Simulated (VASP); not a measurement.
Input of a VASP 6.6.1 run:

Contents of INCAR:

```
PREC = Accurate ; ENCUT = 520
EDIFF = 1E-6 ; ISMEAR = -1
SIGMA = 0.08 ; LREAL = False
LASPH = True ; NELM = 100
ALGO = Fast ; ISIF = 2
LWAVE = False ; LCHARG = False
NBANDS = 28
```

Contents of KPOINTS:

```
regular mesh
0
Gamma
  3 3 6
```

POSCAR

```
Sr
1.0
   -4.8044273786      4.8044273786      4.8044273786
    4.8044273786     -4.8044273786      4.8044273786
    2.4022136893      2.4022136893     -2.4022136893
Sr
4
Direct
   -0.0092756111     -0.0108971363      0.0040681227
    0.0035867958      0.5014728729     -0.0000813833
    0.5024595669      0.0061842958     -0.0036156234
    0.5032291696      0.5032397848     -0.0003713242
```

Potentials or basis: VASP PAW LDA potentials, release 64 (Sr_sv).

The run is started by

```bash
$ cat potpaw_LDA.64/Sr_sv/POTCAR > POTCAR
$ mpirun -np 1 vasp_std > vasp.out
```

(1) Estimate the band gap on the k mesh.

(2) Estimate the pressure.

## Answers

(1) none (metal or under the smearing width).

(2) -1.6 GPa.
